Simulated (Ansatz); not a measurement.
# Pt (Fm-3m) in Ansatz: a series of runs

The runs below take Pt through single point, relaxation of cell and atoms, with PBE, PBEsol.

All numbers are computed with Ansatz 0.2.0; they aren't measurements. Logs are shortened: lines on timing, memory, paths and dates and some standing lists are left out, and cuts for length are marked.

## Step 1: The structure

The structure is cubic, space group Fm-3m (No. 225). The conventional cell has a = 3.922 Å, b = 3.922 Å, c = 3.922 Å, α = 90.00°, β = 90.00°, γ = 90.00°. Around Pt (site symmetry m-3m) lie 12 Pt at 2.77 Å.

## Step 2: Single point, PBE

Contents of input.yaml:

```yaml
crystal:
  lattice:
    - [0.0, 1.9609, 1.9609]
    - [1.9609, 0.0, 1.9609]
    - [1.9609, 1.9609, 0.0]
  atoms:
    - { symbol: Pt, position: [0.0, 0.0, 0.0] }
kpoints:
  mp_grid: { grid: [12, 12, 12] }
scf:
  occupations: { method: gaussian, width: 0.012 }
hamiltonian:
  xc: pbe
  pseudopotentials: { kind: all_electron, lapw: { basis_error: 0.001 } }
output:
  forces: true
  stress: true
  eigenvalues: true
```

Potentials or basis: all-electron LAPW, scalar-relativistic.

Launch:

```sh
$ ansatz run input.yaml --threads 1 --pin off --max-ram 3072MiB --backend cpu --events-out ev --progress --plain --runs-dir out
```

The program printed:

```text
Warning: RAYON_NUM_THREADS=1 ignored (pool sized by the plan → 1); use --threads N
LAPW: plane waves up to 8.422 Å⁻¹, error target 1.0e-3 eV per atom; small_component_spin mean_spin; Pt in spheres of 1.387 Å, 42 of its electrons in bands, Dirac shells [] (how accurate: hamiltonian.pseudopotentials.lapw.basis_error, Limitations)
Engine: ansatz 0.2.0, aarch64-unknown-linux-gnu
Pseudopotentials: kind: all_electron
Pseudopotential: Pt, LAPW, valence charge 42, lapw/all_electron/scalar/gaussian/Pt, Koelling and Harmon's equation, gaussian nucleus
Functional definition: PBE
  parameter kappa = 0.804
  parameter beta = 0.06672455060314922
  exchange = pbe_x(kappa = kappa, mu = beta*pi^2/3)
  correlation = pbe_c(beta = beta)
Crystal: 1 atoms, lattice volume = 15.080 Å³
Basis set: ecut = 270.26633449681515 eV, 169 PW (Γ), exchange–correlation at level 2
Bands: 26, of which v1, the nominal top of the filled ones, is band 21 counted from 1 (20 counted from 0)
Symmetry: 48 space group operations
Space group: Fm-3m (ITA 225), of the structure as read, at distance tolerance 2.5e-5 Å
k-points: 72 of 1728
Non-local potential: Pt, projectors of the file, none
Initial density: superposition of atomic densities (chi_scale 0.1, normalization cell)
Initial wavefunctions: plane waves of lowest kinetic energy (no species holds an atomic orbital)
Functional: x = pbe(κ = 0.804, μ = 0.2195149727645171), c = pbe(β = 0.06672455060314922)
iter 1 solved again at ethr=1.69e-4 eV; its pass at ethr=1.00e-1 eV (dr2=7.10e-2 eV) is discarded
SCF iter   1: F=—  HF=-500957.635471 eV  |F-HF|=—  |Δ(HF+E_count)|=         —  Δρ=3.03e-2  dr2=7.12e-2  ethr=1.69e-4  ⟨swp⟩=3.0  Hψ=11867  notcnv=0
preconditioner: auto → Kerker (q_TF=auto, 3.236 Å⁻¹)  [metal: Δε(μ)=0.003 eV  Ē_g=15.868 eV  σ=0.012 eV  W_gap=0.15  n_scr=14 (ndim 8)  ℏωp=30.2 eV  f_vac=0.005  D(μ)=7.36/eV (n_scr^D=180)]
iter 2 solved again at ethr=1.55e-5 eV; its pass at ethr=1.69e-4 eV (dr2=6.52e-3 eV) is discarded
SCF iter   2: F=—  HF=-500957.325957 eV  |F-HF|=—  |Δ(HF+E_count)|=   3.10e-1  Δρ=7.68e-3  dr2=6.52e-3  ethr=1.55e-5  ⟨swp⟩=2.0  Hψ=9892  notcnv=0
SCF iter   3: F=—  HF=-500957.307987 eV  |F-HF|=—  |Δ(HF+E_count)|=         —  Δρ=7.47e-3  dr2=6.34e-3  ethr=1.55e-5  ⟨swp⟩=2.0  Hψ=5760  notcnv=0
the basis was enlarged: its passes take 464.5 KiB over the memory plan, 1 of 1 planned eigensolver slots
SCF iter   4: F=—  HF=-500957.306668 eV  |F-HF|=—  |Δ(HF+E_count)|=   1.32e-3  Δρ=4.61e-3  dr2=2.81e-3  ethr=1.51e-5  ⟨swp⟩=2.0  Hψ=5510  notcnv=0
SCF iter   5: F=—  HF=-500957.306463 eV  |F-HF|=—  |Δ(HF+E_count)|=   2.05e-4  Δρ=2.03e-3  dr2=6.59e-4  ethr=6.69e-6  ⟨swp⟩=2.0  Hψ=5340  notcnv=0
SCF iter   6: F=—  HF=-500957.306547 eV  |F-HF|=—  |Δ(HF+E_count)|=   8.32e-5  Δρ=3.29e-4  dr2=1.58e-5  ethr=1.57e-6  ⟨swp⟩=2.0  Hψ=5454  notcnv=0
SCF iter   7: F=—  HF=-500957.306546 eV  |F-HF|=—  |Δ(HF+E_count)|=   1.19e-7  Δρ=7.59e-5  dr2=6.39e-7  ethr=3.77e-8  ⟨swp⟩=2.0  Hψ=5411  notcnv=0
SCF iter   8: F=-500957.306546 eV  HF=-500957.306546 eV  |F-HF|=4.07e-9  |Δ(HF+E_count)|=   7.68e-9  Δρ=1.48e-5  dr2=2.73e-8  ethr=1.52e-9  ⟨swp⟩=2.0  Hψ=5413  notcnv=0  defer=1
SCF 1 converged in 8 iterations: F = -500957.306546 eV  dr2 = 2.73e-8
SCF converged after 8 iterations
Free energy (F): -500957.306546 eV
Harris-Foulkes:  -500957.306546 eV  (|F-HF|=4.07e-9)
Internal energy: -500957.306011 eV  (E = F + TS)
E sigma→0 (E₀):  -500957.306279 eV
Entropy (-TS):   -0.000535 eV (-0.535 meV/atom)
Fermi energy:    28.921696 eV
--- Per-component energies (eV) ---
  E_band       = -3305.946052
  E_kinetic    = 568891.131262
  E_xc         = -9694.379045
  E_electrostatic = -1060154.058229  (all electrons and nuclei)
  E_smearing   = -0.000535  (= −TS)
  E_closure    = 0.000000  (closes the sum)
  E_atoms      = -500951.217831  (free atoms, spherical and without spin; not in F)
  Σ components = -500957.306546   (vs F -500957.306546, Δ=0.00e0)
  Basis errors (estimates in eV, not in F): energy 2.1e-4 per atom: plane waves 1.7e-4 (1.2e-4 summed), levels above the bands 0.0e0, relativity 7.3e-8, radial functions 4.0e-5, core shells 1.0e-7; eigenvalues (radial functions only) 4.8e-6; not estimated: angular momenta, meshes, grids; target (lapw.basis_error) 1.0e-3; muffin-tin radii Pt 1.387 Å
--- Forces (eV/Å), atoms counted from 1 ---
  atom   1  Pt    -0.00000000    -0.00000000     0.00000000
  max |Σ_I F_I| component: 6.16e-32 eV/Å
--- Stress (GPa, compression-positive) ---
       10.155829       0.000000      -0.000000
        0.000000      10.155829      -0.000000
       -0.000000      -0.000000      10.155829
  P = ⅓ Tr σ = 10.1558 GPa (101.558 kbar)
--- Band table (eV; the first three rows and the last of 72) ---
  k-point 0: bands = ["-274.3596", "-274.3596", "-274.3596", "-274.3235", "-274.3235", "-69.5994", "-38.1134", "-38.0839", "-38.0839", "-38.0839", "-38.0667", "-38.0667", "-38.0667", "-23.5925", "-23.5925", "-23.5925", "18.6575", "25.1002", "25.1002", "25.1002", "27.2617", "27.2617", "43.4921", "48.4406", "48.4406", "48.4406"]
  k-point 1: bands = ["-274.3596", "-274.3596", "-274.3596", "-274.3235", "-274.3235", "-69.5971", "-38.1133", "-38.0841", "-38.0841", "-38.0839", "-38.0667", "-38.0666", "-38.0666", "-23.6251", "-23.5972", "-23.5972", "18.9362", "24.9791", "25.2084", "25.2084", "27.2035", "27.2035", "43.9163", "47.1225", "48.8640", "48.8640"]
  k-point 2: bands = ["-274.3596", "-274.3596", "-274.3596", "-274.3235", "-274.3235", "-69.5910", "-38.1129", "-38.0848", "-38.0848", "-38.0839", "-38.0668", "-38.0663", "-38.0663", "-23.7135", "-23.6099", "-23.6099", "19.7084", "24.7374", "25.4285", "25.4285", "27.1568", "27.1568", "44.7662", "44.9128", "50.0421", "50.0421"]
  k-point 71: bands = ["-274.3596", "-274.3596", "-274.3596", "-274.3235", "-274.3235", "-69.5550", "-38.1108", "-38.0873", "-38.0873", "-38.0864", "-38.0655", "-38.0655", "-38.0654", "-23.9081", "-23.9081", "-23.7752", "23.2141", "24.3306", "24.3306", "26.8853", "29.4040", "36.0237", "37.1775", "37.1775", "40.9375", "53.3004"]
```

Run time: 10 s. Hardware: 1 thread of Arm Neoverse V1, shared host; peak memory 0.29 GiB.

What came out:

* Free energy: -500957.3065 eV
* Pressure: 10.2 GPa
* Band gap on the k mesh: none (metal or under the smearing width)

The run has no spin-orbit coupling, so splittings on Pt are missing.

## Step 3: Relaxation of cell and atoms, PBEsol

Changes to input.yaml since step 2:

```diff
@@ -10,5 +10,5 @@
 scf:
-  occupations: { method: gaussian, width: 0.012 }
+  occupations: { method: fermi_dirac, width: 0.05 }
 hamiltonian:
-  xc: pbe
+  xc: pbesol
   pseudopotentials: { kind: all_electron, lapw: { basis_error: 0.001 } }
@@ -17,2 +17,5 @@
   stress: true
-  eigenvalues: true
+relax:
+  f_tol: 0.005
+  max_steps: 60
+  cell: {}
```

Potentials or basis: all-electron LAPW, scalar-relativistic.

Launch:

```sh
$ ansatz run input.yaml --threads 1 --pin off --max-ram 3072MiB --backend cpu --events-out ev --progress --plain --runs-dir out
```

Run time: 22 s. Hardware: 1 thread of Arm Neoverse V1, shared host; peak memory 0.31 GiB.

Results (log left out):

- Free energy: -500818.1587 eV
- Relaxed volume: 15.05 Å³/atom
- Relaxed cell: a = 2.771 Å, b = 2.771 Å, c = 2.771 Å, α = 60.00°, β = 60.00°, γ = 60.00°
- Space group after relaxing (to 0.05 Å): Fm-3m (No. 225)
- Energy gained by relaxing: 0.1 meV/atom
- Ionic steps: 3
- Pressure after relaxing: 0.0 GPa

Final structure:
```yaml
crystal:
  lattice:
    - [0.00000, 1.95943, 1.95943]
    - [1.95943, 0.00000, 1.95943]
    - [1.95943, 1.95943, 0.00000]
  atoms:
    - { symbol: Pt, position: [0.00000, 0.00000, 0.00000] }
```

The run has no spin-orbit coupling, so splittings on Pt are missing.
